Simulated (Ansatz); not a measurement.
# AgCl: relaxation of cell and atoms

Level of theory: DFT, PBE, PAW with Ansatz's default frozen-core files, scalar-relativistic in Ansatz 0.2.0.

Command: `ansatz run input.yaml --threads 1 --pin off --max-ram 2048MiB --backend cpu --events-out ev --progress --plain --runs-dir out` The run took 21 s on 1 thread of Arm Neoverse V1, on a shared host.

```yaml
crystal:
  lattice:
    - [0.0, 2.4407333173, 2.4407333173]
    - [2.4407333173, 0.0, 2.4407333173]
    - [2.4407333173, 2.4407333173, 0.0]
  atoms:
    - { symbol: Ag, position: [0.0, 0.0, 0.0] }
    - { symbol: Cl, position: [0.5, 0.5, 0.5] }
kpoints:
  mp_grid: { grid: [12, 12, 12] }
scf:
  occupations: { method: fermi_dirac, width: 0.08 }
hamiltonian:
  xc: pbe
  pseudopotentials: { kind: paw }
output:
  forces: true
  stress: true
  write_density: true
  write_potential: true
  elf: true
  volumetric_format: npy
relax:
  f_tol: 0.005
  max_steps: 80
  cell: {}
```

The cell is built from the rocksalt type as a first guess.

The cutoff is 420 eV; energies and pressures of the walk include the program's estimate of the Pulay term.

Each frame lists the cell vectors (Å), then Cartesian positions (Å); symmetry keeps all forces zero. Free energies count from the first step, -8669.2902 eV.

The walk took 10 evaluations in all; steps that aren't listed are left out.

Step 1: E = 0.0 meV, P = 52.38 GPa

```
cell 0.0000 2.4407 2.4407 2.4407 0.0000 2.4407 2.4407 2.4407 0.0000
Ag    0.0000    0.0000    0.0000
Cl    2.4407    2.4407    2.4407
```

Step 2: E = -1013.4 meV, P = 23.81 GPa

```
cell 0.0000 2.5597 2.5597 2.5597 0.0000 2.5597 2.5597 2.5597 0.0000
Ag    0.0000    0.0000    0.0000
Cl    2.5597    2.5597    2.5597
```

Step 3: E = -1473.1 meV, P = 8.11 GPa

```
cell 0.0000 2.6786 2.6786 2.6786 0.0000 2.6786 2.6786 2.6786 0.0000
Ag    0.0000    0.0000    0.0000
Cl    2.6786    2.6786    2.6786
```

Step 4: E = -1568.4 meV, P = 2.05 GPa

```
cell 0.0000 2.7494 2.7494 2.7494 0.0000 2.7494 2.7494 2.7494 0.0000
Ag    0.0000    0.0000    0.0000
Cl    2.7494    2.7494    2.7494
```

Step 5: E = -1576.2 meV, P = -0.17 GPa

```
cell 0.0000 2.7802 2.7802 2.7802 0.0000 2.7802 2.7802 2.7802 0.0000
Ag    0.0000    0.0000    0.0000
Cl    2.7802    2.7802    2.7802
```

Step 6: E = -1576.3 meV, P = 0.00 GPa

```
cell 0.0000 2.7779 2.7779 2.7779 0.0000 2.7779 2.7779 2.7779 0.0000
Ag    0.0000    0.0000    0.0000
Cl    2.7779    2.7779    2.7779
```

Step 7: E = -1603.1 meV, P = 1.36 GPa (the cell of the step before, solved again on a basis chosen afresh, hence the jump)

Step 8: E = -1607.8 meV, P = 0.38 GPa

```
cell 0.0000 2.7976 2.7976 2.7976 0.0000 2.7976 2.7976 2.7976 0.0000
Ag    0.0000    0.0000    0.0000
Cl    2.7976    2.7976    2.7976
```

**Question.** How does the relaxation end?

**Answer.** It converges, with a = 5.610 Å, b = 5.610 Å, c = 5.610 Å, α = 90.00°, β = 90.00°, γ = 90.00° (conventional cell, space group Fm-3m). The last solve (on a basis chosen afresh for the final cell, so its energy is not quite comparable) gives E = -1608.4 meV, P = 0.03 GPa:
```
cell 0.0000 2.8052 2.8052 2.8052 0.0000 2.8052 2.8052 2.8052 0.0000
Ag    0.0000    0.0000    0.0000
Cl    2.8052    2.8052    2.8052
```
